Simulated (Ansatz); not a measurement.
# C: energy and stress against strain

The task, for C: strain the cell along the Voigt pattern (1, 1, 0, 0, 0, 0).

A COD entry behind a cell of this session may itself be a prediction, so a difference from it is no test against experiment.

Program: Ansatz 0.2.0. Level of theory: DFT PBE, scalar-relativistic, plane waves, PAW. These are calculated values, not measurements.

1 further run of the same task is left out (set aside as unsound or not needed).

## (1) Starting point

The structure is hexagonal, space group P6_3/mmc (No. 194). Conventional cell: a = 2.512 Å, b = 2.512 Å, c = 4.180 Å, α = 90.00°, β = 90.00°, γ = 120.00°. C (site symmetry 3m) is surrounded by 4 C at 1.54 to 1.57 Å.

Structure file:

```
CELL_PARAMETERS angstrom
2.51156 0.00000 0.00000
-1.25578 2.17508 0.00000
0.00000 0.00000 4.18036
ATOMIC_POSITIONS crystal
C 0.33333 0.66667 0.06273
C 0.66667 0.33333 0.56273
C 0.33333 0.66667 0.43727
C 0.66667 0.33333 0.93727
```

This cell was relaxed beforehand with the same method: volume 5.71 Å³/atom, gap on the mesh 3.35 eV.

## (2) Zero of energy

The reference gives a free energy of -1003.1334 eV, pressure 0.00 GPa, largest force 0.000 eV/Å and gap on the mesh 3.35 eV. It was computed beforehand with the settings of the runs below.

## (3) Setting up energy and stress against strain

The cell is strained by ε times the Voigt pattern (1, 1, 0, 0, 0, 0) (xx, yy, zz, yz, xz, xy; engineering shear), with fractional coordinates fixed (clamped ions). The stress on the pattern is the sum of the stress components weighted by it, tension positive.

## (4) At ε = -0.1500

File input.yaml:

```yaml
crystal:
  lattice:
    - [2.1348290189, 0.0, 0.0]
    - [-1.0674145095, 1.8488161632, 0.0]
    - [0.0, 0.0, 4.1803567988]
  atoms:
    - { symbol: C, position: [0.3333333333, 0.6666666667, 0.0627318025] }
    - { symbol: C, position: [0.6666666667, 0.3333333333, 0.5627318025] }
    - { symbol: C, position: [0.3333333333, 0.6666666667, 0.4372681975] }
    - { symbol: C, position: [0.6666666667, 0.3333333333, 0.9372681975] }
basis:
  ecutwfc: 420
kpoints:
  mp_grid: { grid: [12, 12, 6] }
hamiltonian:
  xc: pbe
scf:
  occupations: { method: gaussian, width: 0.05 }
output:
  forces: true
  stress: true
  eigenvalues: true
```

Started as:

```bash
$ ansatz run input.yaml --threads 1 --pin off --max-ram 2560MiB --backend cpu --events-out ev --progress --plain --runs-dir out
```

## (5) Point ε = 0.1125

Changes to input.yaml since step 4:

```diff
@@ -2,4 +2,4 @@
   lattice:
-    - [2.1348290189, 0.0, 0.0]
-    - [-1.0674145095, 1.8488161632, 0.0]
+    - [2.7941144513, 0.0, 0.0]
+    - [-1.3970572256, 2.4197740959, 0.0]
     - [0.0, 0.0, 4.1803567988]
```

## (6) At ε = -0.0750

Changes to input.yaml since step 5:

```diff
@@ -2,4 +2,4 @@
   lattice:
-    - [2.7941144513, 0.0, 0.0]
-    - [-1.3970572256, 2.4197740959, 0.0]
+    - [2.3231962853, 0.0, 0.0]
+    - [-1.1615981426, 2.0119470011, 0.0]
     - [0.0, 0.0, 4.1803567988]
```

## (7) Point ε = 0.0375

Changes to input.yaml since step 6:

```diff
@@ -2,4 +2,4 @@
   lattice:
-    - [2.3231962853, 0.0, 0.0]
-    - [-1.1615981426, 2.0119470011, 0.0]
+    - [2.6057471849, 0.0, 0.0]
+    - [-1.3028735924, 2.256643258, 0.0]
     - [0.0, 0.0, 4.1803567988]
```

## (8) ε = 0.1500

Changes to input.yaml since step 7:

```diff
@@ -2,4 +2,4 @@
   lattice:
-    - [2.6057471849, 0.0, 0.0]
-    - [-1.3028735924, 2.256643258, 0.0]
+    - [2.8882980845, 0.0, 0.0]
+    - [-1.4441490422, 2.5013395149, 0.0]
     - [0.0, 0.0, 4.1803567988]
```

## (9) At ε = -0.1125

Changes to input.yaml since step 8:

```diff
@@ -2,4 +2,4 @@
   lattice:
-    - [2.8882980845, 0.0, 0.0]
-    - [-1.4441490422, 2.5013395149, 0.0]
+    - [2.2290126521, 0.0, 0.0]
+    - [-1.114506326, 1.9303815821, 0.0]
     - [0.0, 0.0, 4.1803567988]
```

## (10) ε = 0.0750

Changes to input.yaml since step 9:

```diff
@@ -2,4 +2,4 @@
   lattice:
-    - [2.2290126521, 0.0, 0.0]
-    - [-1.114506326, 1.9303815821, 0.0]
+    - [2.6999308181, 0.0, 0.0]
+    - [-1.349965409, 2.3382086769, 0.0]
     - [0.0, 0.0, 4.1803567988]
```

## (11) At ε = -0.0375

Changes to input.yaml since step 10:

```diff
@@ -2,4 +2,4 @@
   lattice:
-    - [2.6999308181, 0.0, 0.0]
-    - [-1.349965409, 2.3382086769, 0.0]
+    - [2.4173799185, 0.0, 0.0]
+    - [-1.2086899592, 2.09351242, 0.0]
     - [0.0, 0.0, 4.1803567988]
```

## (12) At ε = 0.1312

Changes to input.yaml since step 11:

```diff
@@ -2,4 +2,4 @@
   lattice:
-    - [2.4173799185, 0.0, 0.0]
-    - [-1.2086899592, 2.09351242, 0.0]
+    - [2.8410806897, 0.0, 0.0]
+    - [-1.4205403448, 2.4604480515, 0.0]
     - [0.0, 0.0, 4.1803567988]
```

(Steps that only read results are left out.)

Before running it: what results should come out? Wanted: slope of the stress at ε = 0, over ±0.0375.

The runs gave:

| quantity | value |
| --- | --- |
| slope of the stress at ε = 0, over ±0.0375 | 2603 GPa |

**Reading.** The slope of the stress at zero strain, 2603 GPa, estimates C11 + C22 + 2 C12 with clamped ions in this Cartesian frame; letting the atoms relax could not make it stiffer. The step is wide, so higher orders mix in. The undisturbed cell stays the lowest of the sampled points. Compression costs more than tension: 1514.3 against 710.9 meV/atom at the ends. The gap on the mesh stays between 0.20 and 3.58 eV.
